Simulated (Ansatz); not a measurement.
Computed with DFT PBE, scalar-relativistic, plane waves, PAW in Ansatz 0.2.0. Settings: cutoff 420 eV, Γ-centred meshes spaced at most about 0.3 Å⁻¹, and about 0.25 Å⁻¹ or finer for metals (2π included), Gaussian smearing. No spin polarisation in the final relaxations.

Temperature and zero-point effects are left out.

Two relaxed structures of S:

A.

Space group Pmmm (No. 47). a = 2.342 Å, b = 2.393 Å, c = 4.480 Å, α = 90.00°, β = 90.00°, γ = 90.00°
```
atom  site  symmetry       x       y       z
   S    1b       mmm  0.5000  0.0000  0.0000
```

B.

Space group I4/mmm (No. 139). a = 5.013 Å, b = 5.013 Å, c = 4.562 Å, α = 90.00°, β = 90.00°, γ = 90.00°
```json
{"atom": "S", "site": "4d", "symmetry": "-4m2", "x": "0.0000", "y": "0.5000", "z": "0.2500"}
{"atom": "S", "site": "2b", "symmetry": "4/mmm", "x": "0.0000", "y": "0.0000", "z": "0.5000"}
```

**Question.** Which would you expect to be lower, and how large is the difference?

**Answer.** A is lower, by 0.44 eV/atom. A has space group Pmmm (No. 47), 25.1 Å³/atom and no gap on its mesh; B has space group I4/mmm (No. 139), 19.1 Å³/atom and no gap. Counting all near atoms (those within 1.25 times the shortest such distance or 1.15 times the sum of covalent radii, 1.27 where that leaves under three; a plus sign parts nearer from farther groups; the shortest distance is added where it exceeds 1.18 times the sum of covalent radii; a slash parts the counts of unlike sites), A has S 4 and B has S 2+4/8 from 2.8 Å. Both come from invented guesses. The part of the Crystallography Open Database at hand lists S in space groups No. 13, 14, 15, 19, 58 and others; no cell shown has one of them.

Weakly bound directions are ill-defined at this level, which has no dispersion term (Pmmm, I4/mmm), and this can change margins and order among such cells. A magnetic state wasn't ruled out in cells without spin, among them I4/mmm. Cells relaxed within their symmetry can be saddle points.
